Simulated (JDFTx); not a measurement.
The system is Zn.

```
CELL_PARAMETERS angstrom
2.67000 0.00000 0.00000
-1.33500 2.31229 0.00000
0.00000 0.00000 4.96600
ATOMIC_POSITIONS crystal
Zn 0.66667 0.33333 0.75000
Zn 0.33333 0.66667 0.25000
```

* Program: JDFTx 1.7.0 (patched build)
* Task: single point
* Functional: PBEsol
* Potentials or basis: PseudoDojo-SR-PBEsol-0.4.1-standard with smoothed tails
* Cutoff: 1143 eV
* Density cutoff: 9143 eV
* k mesh: 11 × 11 × 6
* Occupations: fermi-dirac, width 0.05 eV
* Spin: no spin polarisation

On this cell: pressure -5.8 GPa; largest force under 0.003 eV/Å; band gap on the k mesh none (metal or under the smearing width).

The same run follows on a disturbed copy (atoms moved at random, drawn with an rms of 0.05 Å):

```xyz
2
Lattice="2.6700 0.0000 0.0000 -1.3350 2.3123 0.0000 0.0000 0.0000 4.9660" Properties=species:S:1:pos:R:3 pbc="T T T"
Zn    1.3498    0.7393    3.7192
Zn   -0.0467    1.5727    1.2468
```

**Question.** What does the disturbed cell give?

**Answer.** The energy (extrapolated to zero smearing) moves by +1.0 meV/atom; pressure -5.7 GPa; largest force 0.045 eV/Å; band gap on the k mesh none (metal or under the smearing width).

Forces in eV/Å, atoms in the order of the input:
```
Zn  -0.026  0.030  0.020
Zn   0.026 -0.030 -0.020
```

Stress tensor (GPa, compression positive):
```
-5.70 -0.08 -0.01
-0.08 -5.86  0.01
-0.01  0.01 -5.64
```
